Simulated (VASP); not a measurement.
# MoS2 in VASP: notebook

The runs below take MoS2 through single point, with PBE+D3(BJ).

Everything below comes from runs of VASP 6.6.1. Logs are shortened: lines on timing, memory, paths and dates and some standing lists are left out, and cuts for length are marked.

## 1. The structure

The cell holds a slab with vacuum, 3 atoms: a = 3.149 Å, b = 3.149 Å, c = 32.263 Å, α = 90.00°, β = 90.00°, γ = 120.00°.

## 2. Single point, PBE+D3(BJ)

INCAR reads:

```
SYSTEM = MoS2
  PREC = Accurate
  ENCUT = 520
  EDIFF = 1E-7
  ISMEAR = 0
  SIGMA = 0.1
  LREAL = .FALSE.
  LASPH = .TRUE.
  NELM = 60
  ALGO = Normal
  ISIF = 2
  LWAVE = .FALSE.
  LCHARG = .TRUE.
  LDIPOL = .TRUE.
  IDIPOL = 3
  DIPOL = 0.5 0.5 0.500
  GGA = PE
  IVDW = 12
  LELF = .TRUE.
  LVHAR = .TRUE.
  LVACPOTAV = .TRUE.
  NBANDS = 20
```

KPOINTS reads:

```
Automatic mesh
0
G
  6 6 1
  0 0 0
```

POSCAR reads:

```
MoS2
1.0
    3.1491697132      0.0000000000      0.0000000000
   -1.5745848566      2.7272609724      0.0000000000
    0.0000000000      0.0000000000     32.2630185961
S Mo
2 1
Direct
    0.3333333333      0.6666666667      0.4514690591
    0.3333333333      0.6666666667      0.5485309409
    0.6666666667      0.3333333333      0.5000000000
```

Potentials or basis: VASP PAW PBE potentials, release 64 (S, Mo_sv).

On the command line:

```
$ cat potpaw_PBE.64/S/POTCAR potpaw_PBE.64/Mo_sv/POTCAR > POTCAR
$ mpirun -np 1 vasp_std > vasp.out
```

OUTCAR:

```text
SYSTEM = MoS2
   PREC = Accurate
   ENCUT = 520
   EDIFF = 1E-7
   ISMEAR = 0
   LREAL = .FALSE.
   LASPH = .TRUE.
   NELM = 60
   ISIF = 2
   GGA = PE
   IVDW = 12
 IVDW          = 12

 ion  position               nearest neighbor table
   1  0.333  0.667  0.451-   3 2.40   3 2.40   3 2.40
   2  0.333  0.667  0.549-   3 2.40   3 2.40   3 2.40
   3  0.667  0.333  0.500-   1 2.40   2 2.40   1 2.40   2 2.40   1 2.40   2 2.40

  LATTYP: Found a hexagonal cell.
 ALAT       =     3.1491697132
 C/A-ratio  =    10.2449285159

  Lattice vectors:

 A1 = (   3.1491697132,   0.0000000000,   0.0000000000)
 A2 = (  -1.5745848566,   2.7272609724,   0.0000000000)
 A3 = (   0.0000000000,   0.0000000000,  32.2630185961)

Analysis of symmetry for initial positions (statically):
=====================================================================
 Subroutine PRICEL returns:
 Original cell was already a primitive cell.

 Routine SETGRP: Setting up the symmetry group for a
 hexagonal supercell.

 Subroutine GETGRP returns: Found 12 space group operations
 (whereof 12 operations were pure point group operations)
 out of a pool of 24 trial point group operations.

The static configuration has the point symmetry D_3h.

Analysis of symmetry for dynamics (positions and initial velocities):
=====================================================================
 Subroutine PRICEL returns:
 Original cell was already a primitive cell.

 Routine SETGRP: Setting up the symmetry group for a
 hexagonal supercell.

 Subroutine GETGRP returns: Found 12 space group operations
 (whereof 12 operations were pure point group operations)
 out of a pool of 24 trial point group operations.

The dynamic configuration has the point symmetry D_3h.

 Subroutine INISYM returns: Found 12 space group operations
 (whereof 12 operations are pure point group operations),
 and found     1 'primitive' translations

----------------------------------------------------------------------------------------

                                     Primitive cell

  volume of cell :     277.0944

  direct lattice vectors                    reciprocal lattice vectors
     3.149169713  0.000000000  0.000000000     0.317544017  0.183334124  0.000000000
    -1.574584857  2.727260972  0.000000000     0.000000000  0.366668247  0.000000000
     0.000000000  0.000000000 32.263018596     0.000000000  0.000000000  0.030995240

  length of vectors
     3.149169713  3.149169713 32.263018596     0.366668247  0.366668247  0.030995240

  position of ions in fractional coordinates (direct lattice)
     0.333333333  0.666666667  0.451469059
     0.333333333  0.666666667  0.548530941
     0.666666667  0.333333333  0.500000000

  ion indices of the primitive-cell ions
   primitive index   ion index
                 1           1
                 2           2
                 3           3

----------------------------------------------------------------------------------------

 KPOINTS: Automatic mesh

Automatic generation of k-mesh.
 Grid dimensions read from file:
 generate k-points for:    6    6    1

 Generating k-lattice:

  Cartesian coordinates                     Fractional coordinates (reciprocal lattice)
     0.052924003  0.030555687  0.000000000     0.166666667  0.000000000  0.000000000
     0.000000000  0.061111375  0.000000000     0.000000000  0.166666667  0.000000000
     0.000000000  0.000000000  0.030995240     0.000000000  0.000000000  1.000000000

  Length of vectors
     0.061111375  0.061111375  0.030995240

  Shift w.r.t. Gamma in fractional coordinates (k-lattice)
     0.000000000  0.000000000  0.000000000

 Subroutine IBZKPT returns following result:
 ===========================================

 Found      7 irreducible k-points:

 Following reciprocal coordinates:
            Coordinates               Weight
  0.000000  0.000000  0.000000      1.000000
  0.166667  0.000000  0.000000      6.000000
  0.333333 -0.000000  0.000000      6.000000
  0.500000 -0.000000  0.000000      3.000000
  0.166667  0.166667  0.000000      6.000000
  0.333333  0.166667  0.000000     12.000000
  0.333333  0.333333  0.000000      2.000000
   k-points           NKPTS =      7   k-points in BZ     NKDIM =      7   number of bands    NBANDS=     20
   number of dos      NEDOS =    301   number of ions     NIONS =      3
   total plane-waves  NPLWV = 138240
   dimension x,y,z NGX =    24 NGY =   24 NGZ =  240
   dimension x,y,z NGXF=    48 NGYF=   48 NGZF=  480
   ions per type =               2   1
   NGX,Y,Z   is equivalent  to a cutoff of  12.67, 12.67, 12.37 a.u.
   NGXF,Y,Z  is equivalent  to a cutoff of  25.34, 25.34, 24.73 a.u.
 SYSTEM =  MoS2
   PREC   = accura    normal or accurate (medium, high low for compatibility)
   ISTART =      0    job   : 0-new  1-cont  2-samecut
   ICHARG =      2    charge: 1-file 2-atom 10-const
   ISPIN  =      1    spin polarized calculation?
   LNONCOLLINEAR =      F non collinear calculations
   LSORBIT =      F    spin-orbit coupling
   LASPH  =      T    aspherical Exc in radial PAW
   ENCUT  =  520.0 eV  38.22 Ry    6.18 a.u.   5.86  5.86 59.99*2*pi/ulx,y,z
   NELM   =     60;   NELMIN=  2; NELMDL= -5     # of ELM steps
   EDIFF  = 0.1E-06   stopping-criterion for ELM
   LREAL  =      F    real-space projection
   EDIFFG = 0.1E-05   stopping-criterion for IOM
   NSW    =      0    number of steps for IOM
   IBRION =     -1    ionic relax: 0-MD 1-quasi-New 2-CG
   NFREE  =      0    steps in history (QN), initial steepest desc. (CG)
   ISIF   =      2    stress and relaxation
   ISYM   =      2    0-nonsym 1-usesym 2-fastsym
   POTIM  = 0.5000    time-step for ionic-motion
   TEBEG  =    0.0;   TEEND  =   0.0 temperature during run
   PSTRESS=    0.0 pullay stress
   NELECT =      26.0000    total number of electrons
   NUPDOWN=      -1.0000    fix difference up-down
   EMIN   =  10.00;   EMAX   =-10.00  energy-range for DOS
   EFERMI =   0.00;   METHOD = LEGACY
   ISMEAR =     0;   SIGMA  =   0.10  broadening in eV -4-tet -1-fermi 0-gaus
   EFERMI_NEDOS =   21; number of points for ismear=-14 and -15
   IALGO  =     38    algorithm
   IMIX   =      4    mixing-type and parameters
     AMIX     =   0.40;   BMIX     =  1.00
     AMIX_MAG =   1.60;   BMIX_MAG =  1.00
[... 38 lines left out ...]
 Fermi energy:        -2.8860622502

 k-point     1 :       0.0000    0.0000    0.0000
  band No.  band energies     occupation
      1     -64.2594      2.00000
      2     -38.4255      2.00000
      3     -38.1790      2.00000
      4     -38.1790      2.00000
      5     -17.6167      2.00000
      6     -16.3053      2.00000
      7      -9.1511      2.00000
      8      -6.0120      2.00000
      9      -6.0120      2.00000
     10      -5.3013      2.00000
     11      -4.8827      2.00000
     12      -4.8827      2.00000
     13      -3.5272      2.00000
     14      -0.5798      0.00000
     15      -0.5798      0.00000
     16      -0.3403      0.00000
     17      -0.3403      0.00000
     18       1.9677      0.00000
     19       2.0935      0.00000
     20       2.5089      0.00000

 k-point     2 :       0.1667    0.0000    0.0000
  band No.  band energies     occupation
      1     -64.2487      2.00000
      2     -38.4046      2.00000
      3     -38.2846      2.00000
      4     -38.2030      2.00000
      5     -17.2046      2.00000
      6     -16.1338      2.00000
      7      -8.7217      2.00000
      8      -6.7913      2.00000
      9      -6.4046      2.00000
     10      -5.5889      2.00000
     11      -5.4518      2.00000
     12      -4.5331      2.00000
     13      -3.7829      2.00000
     14      -1.1149      0.00000
     15      -0.7716      0.00000
     16      -0.7373      0.00000
     17       0.0237      0.00000
     18       2.5669      0.00000
     19       2.6400      0.00000
     20       3.0765      0.00000

 k-point     3 :       0.3333   -0.0000    0.0000
  band No.  band energies     occupation
      1     -64.2271      2.00000
      2     -38.4909      2.00000
      3     -38.3626      2.00000
      4     -38.2507      2.00000
      5     -16.2419      2.00000
      6     -15.7412      2.00000
      7      -8.7460      2.00000
      8      -7.6982      2.00000
      9      -7.3677      2.00000
     10      -6.2720      2.00000
     11      -5.1217      2.00000
     12      -4.7245      2.00000
     13      -4.4434      2.00000
     14      -1.1335      0.00000
     15      -1.0685      0.00000
     16       0.0477      0.00000
     17       0.7553      0.00000
     18       3.8250      0.00000
     19       4.0059      0.00000
     20       4.5293      0.00000

 k-point     4 :       0.5000   -0.0000    0.0000
  band No.  band energies     occupation
      1     -64.2163      2.00000
      2     -38.5917      2.00000
      3     -38.3415      2.00000
      4     -38.2744      2.00000
      5     -15.6419      2.00000
      6     -15.5105      2.00000
      7      -9.3067      2.00000
      8      -8.3251      2.00000
      9      -7.5676      2.00000
     10      -6.5983      2.00000
     11      -5.3873      2.00000
     12      -4.3353      2.00000
     13      -4.0821      2.00000
     14      -1.0620      0.00000
     15      -0.5624      0.00000
     16       0.5063      0.00000
     17       0.9667      0.00000
     18       2.7932      0.00000
     19       4.4956      0.00000
     20       4.8780      0.00000

 k-point     5 :       0.1667    0.1667    0.0000
  band No.  band energies     occupation
      1     -64.2325      2.00000
      2     -38.4204      2.00000
      3     -38.3731      2.00000
      4     -38.2589      2.00000
      5     -16.5084      2.00000
      6     -15.8435      2.00000
      7      -8.4245      2.00000
      8      -7.2714      2.00000
      9      -7.1517      2.00000
     10      -6.6717      2.00000
     11      -5.3720      2.00000
     12      -4.4925      2.00000
     13      -4.2373      2.00000
     14      -1.4988      0.00000
     15      -0.8816      0.00000
     16      -0.6847      0.00000
     17       0.8446      0.00000
     18       3.5660      0.00000
     19       3.6668      0.00000
     20       4.1905      0.00000

 k-point     6 :       0.3333    0.1667    0.0000
  band No.  band energies     occupation
      1     -64.2163      2.00000
      2     -38.5402      2.00000
      3     -38.3415      2.00000
      4     -38.3282      2.00000
      5     -15.6649      2.00000
      6     -15.4925      2.00000
      7      -8.8277      2.00000
      8      -8.4099      2.00000
      9      -7.3074      2.00000
     10      -6.6925      2.00000
     11      -5.8007      2.00000
     12      -5.1978      2.00000
     13      -3.9137      2.00000
     14      -1.1422      0.00000
     15      -0.5138      0.00000
     16      -0.0447      0.00000
     17       1.1126      0.00000
     18       3.6638      0.00000
     19       5.2252      0.00000
     20       5.2263      0.00000

 k-point     7 :       0.3333    0.3333    0.0000
  band No.  band energies     occupation
      1     -64.2109      2.00000
      2     -38.4896      2.00000
      3     -38.4432      2.00000
      4     -38.3310      2.00000
      5     -15.3562      2.00000
      6     -15.3375      2.00000
      7      -8.9432      2.00000
      8      -8.1049      2.00000
      9      -7.5656      2.00000
     10      -7.0124      2.00000
     11      -6.3611      2.00000
     12      -5.6619      2.00000
     13      -3.4313      2.00000
     14      -1.6390      0.00000
     15      -0.3890      0.00000
     16       0.2137      0.00000
     17       1.6218      0.00000
     18       3.9154      0.00000
     19       4.2030      0.00000
     20       6.2205      0.00000

------------------------ aborting loop because EDIFF is reached ----------------------------------------

 vacuum level on the upper side and lower side of the slab       (xc-potential included)        -0.114        -0.114

 Edisp (eV)   -0.96081

 E8    (eV) :    -0.4159

  FORCE on cell =-STRESS in cart. coord.  units (eV):
  Direction    XX          YY          ZZ          XY          YZ          ZX
  --------------------------------------------------------------------------------------
  -------------------------------------------------------------------------------------
  Total       0.17003     0.17003     0.14515    -0.00000     0.00000    -0.00000
  in kB       0.98315     0.98315     0.83924    -0.00000     0.00000    -0.00000
  external pressure =        0.94 kB  Pullay stress =        0.00 kB

 VOLUME and BASIS-vectors are now :
 -----------------------------------------------------------------------------
  energy-cutoff  :      520.00
  volume of cell :      277.09
      direct lattice vectors                 reciprocal lattice vectors
     3.149169713  0.000000000  0.000000000     0.317544017  0.183334124  0.000000000
    -1.574584857  2.727260972  0.000000000     0.000000000  0.366668247  0.000000000
     0.000000000  0.000000000 32.263018596     0.000000000  0.000000000  0.030995240

 POSITION                                       TOTAL-FORCE (eV/Angst)
 -----------------------------------------------------------------------------------
     -0.00000      1.81817     14.56575         0.000000      0.000000     -0.054566
     -0.00000      1.81817     17.69726         0.000000      0.000000      0.054566
      1.57458      0.90909     16.13151        -0.000000      0.000000      0.000000
 -----------------------------------------------------------------------------------
    total drift:                               -0.000000      0.000000      0.000000

  FREE ENERGIE OF THE ION-ELECTRON SYSTEM (eV)
  ---------------------------------------------------
  free  energy   TOTEN  =       -22.7995439255 eV

  energy  without entropy=      -22.7995439255  energy(sigma->0) =      -22.79954393

 vacuum level on the upper side and lower side of the slab         2.457         2.457
```

Run time: 65 s. Hardware: 1 thread of Intel Xeon 6975P-C (Granite Rapids), shared host; peak memory 0.35 GiB.

What came out:

```yaml
Free_energy: -22.7995 eV
Largest_force: 0.055 eV/Å
Band_gap_on_the_k_mesh: 1.79 eV, direct
Dispersion_energy_per_atom: -0.320 eV
Ionisation_potential_of_the_upper_face: 5.89 eV
```

Forces on the atoms (eV/Å):
```
S    0.000  0.000 -0.055
S    0.000  0.000  0.055
Mo   0.000  0.000  0.000
```

## 3. Single point, PBE+D3(BJ)

This run uses another cell than the first one: it holds 6 atoms, not 3.

INCAR reads:

```
SYSTEM = MoS2
PREC     = Accurate       ! precision mode
ENCUT    = 520            ! plane-wave cutoff, eV
EDIFF    = 1E-6           ! SCF threshold, eV
ISMEAR   = 0              ! smearing method
SIGMA    = 0.02           ! smearing width, eV
LREAL    = .FALSE.        ! projectors in reciprocal space
LASPH    = .TRUE.         ! aspherical terms in the spheres
NELM     = 100            ! most SCF steps
ALGO     = Fast           ! electronic algorithm
ISIF     = 2              ! what is computed and relaxed
LWAVE    = .FALSE.        ! write WAVECAR
LCHARG   = .FALSE.        ! write CHGCAR
LDIPOL   = .TRUE.       
IDIPOL   = 3            
DIPOL    = 0.5 0.5 0.500
GGA      = PE             ! functional
IVDW     = 12             ! dispersion correction
NBANDS   = 35             ! bands
```

KPOINTS reads:

```
Automatic mesh
0
G
  12 12 1
  0 0 0
```

POSCAR reads:

```
MoS2
1.0
    3.1517613622      0.0000000000      0.0000000000
   -1.5758806811      2.7295054063      0.0000000000
    0.0000000000      0.0000000000     44.3528702949
S Mo
4 2
Direct
    0.3333333333      0.6666666667      0.3963816494
    0.3333333333      0.6666666667      0.4670319309
    0.6666666667      0.3333333333      0.5329680691
    0.6666666667      0.3333333333      0.6036183506
    0.6666666667      0.3333333333      0.4317245002
    0.3333333333      0.6666666667      0.5682754998
```

Potentials or basis: VASP PAW PBE potentials, release 64 (S, Mo_sv).

On the command line:

```
$ cat potpaw_PBE.64/S/POTCAR potpaw_PBE.64/Mo_sv/POTCAR > POTCAR
$ mpirun -np 1 vasp_std > vasp.out
```

It took 20 min on 1 thread of Intel Xeon Platinum 8375C at 2.90GHz (Ice Lake), shared host; peak memory 0.54 GiB.

The run converged. Its results:

| Item | Value |
| --- | --- |
| Free energy | -45.8721 eV |
| Largest force | 0.014 eV/Å |
| Band gap on the k mesh | 1.22 eV, indirect (least direct gap 1.75 eV) |
| Dispersion energy per atom | -0.375 eV |

Forces on the atoms (eV/Å):
```
S    0.000  0.000  0.012
S    0.000  0.000 -0.014
S    0.000  0.000  0.014
S    0.000  0.000 -0.012
Mo   0.000  0.000 -0.002
Mo   0.000  0.000  0.002
```

Levels at points of the mesh, in eV from the valence-band top:
| k point | band 23 | band 24 | band 25 | band 26 | band 27 | band 28 | band 29 | band 30 |
| --- | --- | --- | --- | --- | --- | --- | --- | --- |
| (0.00, 0.00, 0.00) | -1.93 | -1.78 | -0.76 | 0.00 | 2.33 | 2.33 | 2.35 | 2.35 |
| (0.50, 0.00, 0.00) | -1.47 | -1.34 | -1.19 | -1.12 | 1.86 | 1.88 | 2.30 | 2.45 |

As with any semilocal functional, this PBE gap is likely too small.

## 4. Single point, PBE+D3(BJ)

This run uses another cell than the first one: it holds 6 atoms, not 3.

INCAR reads:

```
PREC = Accurate
ENCUT = 520
EDIFF = 1E-7
ISMEAR = 0
SIGMA = 0.02
LREAL = False
LASPH = True
NELM = 100
ALGO = Fast
ISIF = 2
LWAVE = False
LCHARG = False
LDIPOL = True
IDIPOL = 3
DIPOL = 0.5 0.5 0.500
GGA = PE
IVDW = 12
NBANDS = 35
```

KPOINTS reads:

```
regular mesh
0
Gamma
  12 12 1
```

POSCAR reads:

```
MoS2
1.0
    3.1491697115      0.0000000000      0.0000000000
   -1.5745848558      2.7272609710      0.0000000000
    0.0000000000      0.0000000000     44.3528702949
S Mo
4 2
Direct
    0.3333333333      0.6666666667      0.3965519583
    0.3333333333      0.6666666667      0.4671563922
    0.6666666667      0.3333333333      0.5328436078
    0.6666666667      0.3333333333      0.6034480417
    0.6666666667      0.3333333333      0.4318541753
    0.3333333333      0.6666666667      0.5681458247
```

On the command line:

```
$ cat potpaw_PBE.64/S/POTCAR potpaw_PBE.64/Mo_sv/POTCAR > POTCAR
$ mpirun -np 1 vasp_std > vasp.out
```

Run time: 15 min. Hardware: 1 thread of Intel Xeon Platinum 8375C at 2.90GHz (Ice Lake), shared host; peak memory 0.58 GiB.

The run converged. Its results:

```
Free energy                : -45.8719 eV
Largest force              : 0.036 eV/Å
Band gap on the k mesh     : 1.22 eV, indirect (least direct gap 1.75 eV)
Dispersion energy per atom : -0.377 eV
```

Forces in eV/Å, atoms in the order of the input:
```
S    0.000  0.000 -0.036
S    0.000  0.000  0.005
S    0.000  0.000 -0.005
S    0.000  0.000  0.036
Mo   0.000  0.000  0.021
Mo   0.000  0.000 -0.021
```

Levels at points of the mesh, in eV from the valence-band top:
| k point | band 22 | band 23 | band 24 | band 25 | band 26 | band 27 | band 28 | band 29 | band 30 | band 31 |
| --- | --- | --- | --- | --- | --- | --- | --- | --- | --- | --- |
| (0.00, 0.00, 0.00) | -1.93 | -1.93 | -1.78 | -0.77 | 0.00 | 2.33 | 2.33 | 2.36 | 2.36 | 2.54 |
| (0.50, 0.00, 0.00) | -2.39 | -1.48 | -1.35 | -1.20 | -1.13 | 1.86 | 1.89 | 2.30 | 2.46 | 3.23 |

## 5. Summary

```csv
cell,k mesh,smearing,gap on the mesh (eV),largest force (eV/Å)
"P-6m2, 92.36 Å³/atom",6 × 6 × 1,gaussian 0.1 eV,1.79,0.05
"P-3m1, 63.59 Å³/atom",12 × 12 × 1,gaussian 0.02 eV,1.22,0.01
"P-3m1, 63.49 Å³/atom",12 × 12 × 1,gaussian 0.02 eV,1.22,0.04
```

Alike in all rows: task single point; level PBE+D3(BJ); potentials or basis VASP PAW PBE potentials, release 64 (S, Mo_sv); no spin polarisation; cutoff (eV) 520.

On the cell as given the gap runs from 1.22 eV (PBE+D3(BJ)) to 1.79 eV (PBE+D3(BJ)); the meshes differ, which moves gaps too.

Absolute energies hang on the potentials; compare differences alone.
